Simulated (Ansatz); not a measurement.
Structure: SiO2 (P6_422) from a database structure, at its r2SCAN minimum. It is hexagonal, P6_422 (No. 181); a = 5.059 Å, c = 5.541 Å in the conventional setting, 13.65 Å³ an atom. Around Si lie 4 O at 1.61 Å; around O lie 2 Si at 1.61 Å.

```xyz
9
Lattice="5.0591 0.0000 0.0000 -2.5295 4.3813 0.0000 0.0000 0.0000 5.5410" Properties=species:S:1:pos:R:3 pbc="T T T"
Si   -1.2648    2.1906    1.8470
Si    1.2648    2.1906    3.6940
Si    2.5295    0.0000    0.0000
O     0.9493    3.4689    4.6175
O     2.5295    2.5566    2.7705
O     3.4788    0.9124    0.9235
O     1.5803    0.9124    4.6175
O     0.0000    1.8247    2.7705
O    -0.9493    3.4689    0.9235
```

The questions ask for values computed with the PAW code Ansatz on this geometry. (Simulation; spin polarisation is off.)

Given (6×6×6 mesh): r2SCAN gives an indirect gap of 6.29 eV, from Γ–A (0.85 of the way from Γ) to Γ; the least direct gap is 6.49 eV at Γ.

(1) Estimate the gap with HSE06 on 6×6×4.

(2) Estimate the gap with PBE0 on 6×6×4.

(3) Roughly how does the cost of the PBE0 run (6×6×4) compare with r2SCAN's (6×6×6)?

(4) What do these levels agree on?

Answers

(1) With HSE06 the valence top lies at Γ–A (0.85 of the way from Γ) and the conduction bottom at Γ, 7.50 eV higher; the smallest vertical gap, at Γ, is 7.69 eV. The gap differs by +1.21 eV from r2SCAN's.

(2) The PBE0 gap is indirect, 8.26 eV (Γ–A (0.85 of the way from Γ) to Γ), below the direct gap of 8.46 eV at Γ. The gap differs by +1.97 eV from r2SCAN's.

(3) About 17 times as much (8 core-minutes against 28 core-seconds, on 4 threads of Arm Neoverse V1, with other jobs on the host).

(4) All these functionals give a gap of the same kind, indirect.

Where an edge lies off the special points, it is a point of the mesh or the k point where a search put PBE's edge or least direct gap, reused for the other functionals, whose own edges may lie a little apart.

The meshes of the hybrids are coarse, so their gaps aren't converged to the digits shown.

PBE's own run along the path (5.71 eV) came before the search for the edges and missed one, so it isn't listed.
